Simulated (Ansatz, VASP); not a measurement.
**KBr: VASP beside Ansatz**

INCAR

```
PREC = Accurate
ENCUT = 520
EDIFF = 1E-6
ISMEAR = 0
SIGMA = 0.05
LREAL = F
LASPH = T
NELM = 80
ALGO = Normal
ISIF = 2
LWAVE = F
LCHARG = F
NBANDS = 15
```

KPOINTS

```
Automatic mesh
0
Gamma
  6 6 6
```

The input POSCAR:

```
KBr
1.0
    0.0000000000      3.2925000000      3.3912750000
    3.2925000000      0.0000000000      3.3912750000
    3.2925000000      3.2925000000      0.0000000000
K Br
1 1
Direct
    0.0000000000      0.0000000000      0.0000000000
    0.5000000000      0.5000000000      0.5000000000
```

Input for Ansatz:

```yaml
crystal:
  lattice:
    - [0.0, 3.2925, 3.391275]
    - [3.2925, 0.0, 3.391275]
    - [3.2925, 3.2925, 0.0]
  atoms:
    - { symbol: K, position: [0.0, 0.0, 0.0] }
    - { symbol: Br, position: [0.5, 0.5, 0.5] }
basis:
  ecutwfc: 420
kpoints:
  mp_grid: { grid: [6, 6, 6] }
hamiltonian:
  xc: lda
scf:
  occupations: { method: gaussian, width: 0.05 }
output:
  forces: true
  stress: true
  eigenvalues: true
```

Change from the starting cell: strain +0.000 along x and y, +0.030 along z, atoms carried along.

Alike in both runs: task single point; functional LDA; k mesh 6 × 6 × 6; occupations gaussian, width 0.05 eV; no spin polarisation.

|  | VASP | Ansatz |
| --- | --- | --- |
| version | VASP 6.6.1 | Ansatz 0.2.0 |
| potentials or method | VASP PAW LDA potentials, release 64 (K_sv, Br) | scalar-relativistic, plane waves, PAW |
| plane-wave cutoff (eV) | 520 | 420 |
| valence electrons in the cell | 16 | 16 |

|  | VASP | Ansatz | Ansatz less VASP |
| --- | --- | --- | --- |
| gap on the k mesh at the Fermi level (eV) | 3.98 | 3.97 | -0.008 |
| least direct gap on the mesh (eV) | 3.98 | 3.97 | -0.008 |
| pressure (GPa) | -1.8 | -1.9 | -0.03 |
| largest component of the traceless stress (GPa) | 0.39 | 0.38 | -0.011 |
